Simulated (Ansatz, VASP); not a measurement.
## NaH: VASP beside Ansatz

```
Na H
1.0
     0.00000    2.44000    2.44000
     2.44000    0.00000    2.44000
     2.44000    2.44000    0.00000
Na H
1 1
Cartesian
  0.0000 0.2250 0.0000
  2.4400 2.4400 2.4400
```

Change from the starting cell: all Na atoms moved +0.225 Å, as atom 1 along Cartesian [0 1 0].

Alike in both runs: task single point; functional LDA; k mesh 8 × 8 × 8; occupations gaussian, width 0.05 eV; no spin polarisation.

```csv
,VASP,Ansatz
version,VASP 6.6.1,Ansatz 0.2.0
potentials or method,"VASP PAW LDA potentials, release 64 (Na_pv, H)","scalar-relativistic, plane waves, PAW"
plane-wave cutoff (eV),520,420
valence electrons in the cell,8,10
```

Ansatz gave:

- gap on the k mesh at the Fermi level (eV): 3.36
- least direct gap on the mesh (eV): 4.26
- pressure (GPa): -2.2
- largest component of the traceless stress (GPa): 0.97
- rms of the force components (eV/Å): 0.110

What did VASP give for the same quantities?

gap on the k mesh at the Fermi level (eV): 3.35; least direct gap on the mesh (eV): 4.26; pressure (GPa): -2.3; largest component of the traceless stress (GPa): 0.98; rms of the force components (eV/Å): 0.111.

Atom by atom the forces differ by 0.001 eV/Å (rms over components). The two sets of potentials don't hold the same shells in valence.

A k mesh can miss the band edges.
